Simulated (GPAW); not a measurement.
Input of a GPAW 26.7.0 run:

Contents of run.py:

```python
import spglib
from ase import Atoms
from ase.calculators.vdwcorrection import vdWTkatchenko09prl
from ase.dft.bandgap import bandgap
from ase.io import read, write
from ase.units import GPa
from gpaw import GPAW, PW
from gpaw.analyse.hirshfeld import HirshfeldPartitioning
from gpaw.analyse.vdwradii import vdWradii
from gpaw.mpi import world

atoms = read('P.cif')
cell, positions, numbers = spglib.find_primitive(
    (atoms.cell[:], atoms.get_scaled_positions(), atoms.numbers), symprec=1e-4)
atoms = Atoms(numbers, cell=cell, scaled_positions=positions, pbc=True)

calc = GPAW(mode=PW(600),
            xc='PBE',
            kpts={'size': (9, 9, 9), 'gamma': True},
            occupations={'name': 'fermi-dirac', 'width': 0.05},
            nbands=20,
            convergence={'density': 1e-05, 'energy': 1e-05},
            maxiter=60,
            legacy_gpaw=True,
            txt='gpaw.txt')
atoms.calc = calc
energy = atoms.get_potential_energy()
forces = atoms.get_forces()
stress = atoms.get_stress()
calc.write('gs.gpw')
write('result.traj', atoms)
print(f'Energy: {energy:.6f} eV')
print('Forces (eV/A):')
print(forces.round(4))
print('Stress (GPa):', (stress / GPa).round(3))
print('Fermi level:', round(calc.get_fermi_level(), 4), 'eV')
print(f'Gap: {bandgap(calc)[0]:.4f} eV, direct: {bandgap(calc, direct=True)[0]:.4f} eV')

hirshfeld = HirshfeldPartitioning(calc)
print('Hirshfeld volume ratios:', *hirshfeld.get_effective_volume_ratios().round(4))
atoms.calc = vdWTkatchenko09prl(hirshfeld, vdWradii(atoms.get_chemical_symbols(), 'PBE', world=world), Rmax=15.0, txt='-')
total = atoms.get_potential_energy()
print(f'Energy with TS dispersion: {total:.6f} eV, dispersion {total - energy:.6f} eV')
print('Forces with TS dispersion:', *atoms.get_forces().round(5).ravel())
```

Contents of P.cif:

```cif
data_P
_cell_length_a 3.45145036
_cell_length_b 3.45145036
_cell_length_c 9.38904004
_cell_angle_alpha 90.00000000
_cell_angle_beta 90.00000000
_cell_angle_gamma 120.00000000
_space_group_name_H-M_alt 'R-3m'
_space_group_name_Hall '-R 3 2"'
_space_group_IT_number 166
loop_
_space_group_symop_operation_xyz
'x,y,z'
'-x,-y,-z'
'-y,x-y,z'
'y,-x+y,-z'
'-x+y,-x,z'
'x-y,x,-z'
'y,x,-z'
'-y,-x,z'
'x-y,-y,-z'
'-x+y,y,z'
'-x,-x+y,-z'
'x,x-y,z'
'x+2/3,y+1/3,z+1/3'
'-x+2/3,-y+1/3,-z+1/3'
'-y+2/3,x-y+1/3,z+1/3'
'y+2/3,-x+y+1/3,-z+1/3'
'-x+y+2/3,-x+1/3,z+1/3'
'x-y+2/3,x+1/3,-z+1/3'
'y+2/3,x+1/3,-z+1/3'
'-y+2/3,-x+1/3,z+1/3'
'x-y+2/3,-y+1/3,-z+1/3'
'-x+y+2/3,y+1/3,z+1/3'
'-x+2/3,-x+y+1/3,-z+1/3'
'x+2/3,x-y+1/3,z+1/3'
'x+1/3,y+2/3,z+2/3'
'-x+1/3,-y+2/3,-z+2/3'
'-y+1/3,x-y+2/3,z+2/3'
'y+1/3,-x+y+2/3,-z+2/3'
'-x+y+1/3,-x+2/3,z+2/3'
'x-y+1/3,x+2/3,-z+2/3'
'y+1/3,x+2/3,-z+2/3'
'-y+1/3,-x+2/3,z+2/3'
'x-y+1/3,-y+2/3,-z+2/3'
'-x+y+1/3,y+2/3,z+2/3'
'-x+1/3,-x+y+2/3,-z+2/3'
'x+1/3,x-y+2/3,z+2/3'
loop_
_atom_site_label
_atom_site_type_symbol
_atom_site_symmetry_multiplicity
_atom_site_Wyckoff_symbol
_atom_site_fract_x
_atom_site_fract_y
_atom_site_fract_z
_atom_site_occupancy
P1 P 6 c 0.0000000000 0.0000000000 0.7729197500 1
```

Potentials or basis: GPAW PAW data sets (gpaw-data 1.2.1), pw.

The run is started by

```sh
$ OMP_NUM_THREADS=1 python run.py
```

Task: Predict the dispersion energy per atom.

Result: -0.209 eV.

Task: Estimate the band gap on the k mesh.

Result: None (metal or under the smearing width).

Forces in eV/Å, atoms in the order of the input:
```
P    0.000  0.000 -0.264
P    0.000  0.000  0.264
```

Caveat: pairwise dispersion overbinds metals, which lowers pressure and volume.
